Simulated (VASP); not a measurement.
Runs of VASP 6.6.1 on InP. Symmetry: F-43m, No. 216, cubic system. The conventional cell has a = 5.904 Å, b = 5.904 Å, c = 5.904 Å, α = 90.00°, β = 90.00°, γ = 90.00°. Around In (site symmetry -43m) lie 4 P at 2.56 Å. Around P (site symmetry -43m) lie 4 In at 2.56 Å. The cell is a database's computed one.

```csv
level,potentials or basis,k mesh,cutoff (eV),mesh quality,gap on the mesh (eV),pressure (GPa),relaxed volume (Å³/atom)
PBEsol,"VASP PAW PBE potentials, release 64 (In, P)",10 × 10 × 10,580,not flagged,0.48,0.0,26.09
PBE+D3(BJ),"VASP PAW PBE potentials, release 64 (In_d, P)",10 × 10 × 10,600,not flagged,0.62,0.0,25.58
LDA,"VASP PAW LDA potentials, release 64 (In_d, P)",10 × 10 × 10,600,not flagged,0.60,0.0,24.76
PBE,"VASP PAW PBE potentials, release 64 (In_d, P)",10 × 10 × 10,600,not flagged,0.44,0.0,26.45
RPBE,"VASP PAW PBE potentials, release 64 (In_d, P)",10 × 10 × 10,600,not flagged,0.42,0.0,27.22
PBEsol,"VASP PAW PBE potentials, release 64 (In_d, P)",10 × 10 × 10,600,not flagged,(b),0.0,25.40
PBEsol,"VASP PAW PBE potentials, release 64 (In_d, P)",10 × 10 × 10,300,not flagged,0.59,0.0,25.26
PBEsol,"VASP PAW PBE potentials, release 64 (In_d, P)",4 × 4 × 4,600,coarse,0.53,0.0,(a)
```

Alike in all rows: task relaxation of cell and atoms; no spin polarisation; cell relaxed; smearing gaussian 0.02 eV.

Problem. Estimate the missing entries.

Solution. (a) 25.47; (b) 0.57.

Caveats: some runs use coarse meshes; spin-orbit coupling is left out, which moves the levels of the heavy elements; the PAW data sets were made with another functional, which shifts forces and pressure a little (some runs); the cutoff is under 1.25 times the usual one of these potentials, so pressure, stress and relaxed cells hold a basis-set (Pulay) error (some runs).

A k mesh can miss the band edges, and the runs leave out spin-orbit coupling on In.

Not every run made on this cell is shown here.
